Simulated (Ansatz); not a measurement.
Ge: elastic constants from stress and strain

```yaml
crystal:
  lattice:
    - [0.00000, 2.82877, 2.82877]
    - [2.82877, 0.00000, 2.82877]
    - [2.82877, 2.82877, 0.00000]
  atoms:
    - { symbol: Ge, position: [0.50000, 0.50000, 0.50000] }
    - { symbol: Ge, position: [0.75000, 0.75000, 0.75000] }
```

Atoms are numbered in the order listed.

Conventional cell: a = 5.658 Å, b = 5.658 Å, c = 5.658 Å, α = 90.00°, β = 90.00°, γ = 90.00°. Ge (atom 1) is surrounded by 4 Ge at 2.45 Å.

The cell is a measured one (Crystallography Open Database entry 9011050); the temperature and pressure of the measurement aren't taken into account, and nothing was relaxed.

These are results of DFT, PBE, all-electron LAPW, scalar-relativistic (Ansatz 0.2.0), not measurements.

Settings: a Γ-centred 10×10×10 k mesh, Fermi–Dirac smearing of 0.05 eV, basis error target 0.25 meV/atom, no spin polarisation.

The unstrained cell is at 3.65 GPa. Large strains and very small stresses are left out. Each strain is applied once, with fractional coordinates held (clamped ions), and σ below is the change of stress, positive in tension. One finite strain gives stress–strain coefficients at this pressure with an error of the order of the strain times third-order constants, a few per cent for each per cent of strain.

Problem. With xy engineering shear strain of +1 %, the run gives σxy = 0.86 GPa and γxy = 2εxy = 0.0100. Which stiffness follows?

Solution. C44 (clamped ions) = σxy/γxy = 86 GPa.

Problem. Estimate the stiffness probed by this change, and the stress that it gives: equal xy, yz and zx engineering shear strains of -1 %.

Solution. σxy = -0.87 GPa and γxy = 2εxy = -0.0100, so C44 (clamped ions) = σxy/γxy = 87 GPa.

Problem. Estimate the stiffness probed by this change, and the stress that it gives: equal xy, yz and zx engineering shear strains of +1 %.

Solution. σxy = 0.84 GPa and γxy = 2εxy = 0.0100, so C44 (clamped ions) = σxy/γxy = 84 GPa.
